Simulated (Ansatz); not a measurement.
# TaN: the cost of one run

Computed with Ansatz 0.2.0 (DFT PBEsol, scalar-relativistic, plane waves, PAW, unless a step's input says otherwise).

5 further runs of the same task are left out: 5 set aside as unsound or not needed.

## Step 1: The starting structure

Symmetry: Fm-3m, No. 225, cubic system. Conventional cell: a = 4.376 Å, b = 4.376 Å, c = 4.376 Å, α = 90.00°, β = 90.00°, γ = 90.00°. Ta (site symmetry m-3m) has 6 N at 2.19 Å as nearest neighbours. N (site symmetry m-3m) has 6 Ta at 2.19 Å as nearest neighbours.

As a file:

```cif
data_structure
_symmetry_space_group_name_H-M 'P 1'
_symmetry_Int_Tables_number 1
_cell_length_a 3.0941
_cell_length_b 3.0941
_cell_length_c 3.0941
_cell_angle_alpha 60.000
_cell_angle_beta 60.000
_cell_angle_gamma 60.000
_cell_volume 20.94
loop_
_atom_site_label
_atom_site_type_symbol
_atom_site_fract_x
_atom_site_fract_y
_atom_site_fract_z
_atom_site_occupancy
Ta1 Ta 0.50000 0.50000 0.50000 1
N1 N 0.00000 0.00000 0.00000 1
```

This cell was relaxed beforehand with the same method: volume 10.47 Å³/atom, gap on the mesh none (metal).

## Step 2: Building the Σ3 (111) boundary, mirror on a plane, shift [0, 0]

One grain is mirrored in the boundary plane and shifted (fractions of the plane's cell), atoms that come too close are joined, and the cell holds two boundaries. Atoms and the cell's height relax; energies count from the bulk on a matched mesh, -5093.5305 eV an atom.

The cell holds 12 N, 12 Ta: a = 3.094 Å, b = 3.094 Å, c = 30.316 Å, α = 90.00°, β = 90.00°, γ = 120.00°.

## Step 3: Relaxing it

input.yaml reads:

```yaml
crystal:
  lattice:
    - [3.0940796525, 0.0, 0.0]
    - [-1.5470398263, 2.6795515804, 0.0]
    - [0.0, 0.0, 30.3156654887]
  atoms:
    - { symbol: "N", position: [0.0, 0.0, 0.0] }
    - { symbol: Ta, position: [0.0, 0.0, 0.125] }
    - { symbol: Ta, position: [0.6666666667, 0.3333333333, 0.0416666667] }
    - { symbol: "N", position: [0.3333333333, 0.6666666667, 0.0833333333] }
    - { symbol: Ta, position: [0.3333333333, 0.6666666667, 0.2083333333] }
    - { symbol: "N", position: [0.6666666667, 0.3333333333, 0.1666666667] }
    - { symbol: "N", position: [0.0, 1.0, 0.25] }
    - { symbol: Ta, position: [0.0, 0.0, 0.375] }
    - { symbol: Ta, position: [0.6666666667, 0.3333333333, 0.2916666667] }
    - { symbol: "N", position: [0.3333333333, 0.6666666667, 0.3333333333] }
    - { symbol: Ta, position: [0.3333333333, 0.6666666667, 0.4583333333] }
    - { symbol: "N", position: [0.6666666667, 0.3333333333, 0.4166666667] }
    - { symbol: Ta, position: [0.0, 0.0, 0.875] }
    - { symbol: Ta, position: [0.6666666667, 0.3333333333, 0.9583333333] }
    - { symbol: "N", position: [0.3333333333, 0.6666666667, 0.9166666667] }
    - { symbol: Ta, position: [0.3333333333, 0.6666666667, 0.7916666667] }
    - { symbol: "N", position: [0.6666666667, 0.3333333333, 0.8333333333] }
    - { symbol: "N", position: [0.0, 1.0, 0.75] }
    - { symbol: Ta, position: [0.0, 0.0, 0.625] }
    - { symbol: Ta, position: [0.6666666667, 0.3333333333, 0.7083333333] }
    - { symbol: "N", position: [0.3333333333, 0.6666666667, 0.6666666667] }
    - { symbol: Ta, position: [0.3333333333, 0.6666666667, 0.5416666667] }
    - { symbol: "N", position: [0.6666666667, 0.3333333333, 0.5833333333] }
    - { symbol: "N", position: [0.0, 1.0, 0.5] }
basis:
  ecutwfc: 420
kpoints:
  mp_grid: { grid: [12, 12, 2] }
hamiltonian:
  xc: pbesol
scf:
  occupations: { method: gaussian, width: 0.1 }
output:
  forces: true
  stress: true
  eigenvalues: true
  populations: true
relax:
  adjacent_minimum: "off"
  f_tol: 0.02
  max_steps: 60
  cell: { fix: [a, b, alpha, beta, gamma], stress_tol: 0.1 }
```

Command:

```console
ansatz run input.yaml --threads 2 --pin off --max-ram 5120MiB --backend cpu --events-out ev --progress --plain --runs-dir out
```

What time and memory should one allow on 2 threads of Intel Xeon at 2.70GHz, shared host?

About 5.9 min, with a peak of 1.3 GiB.
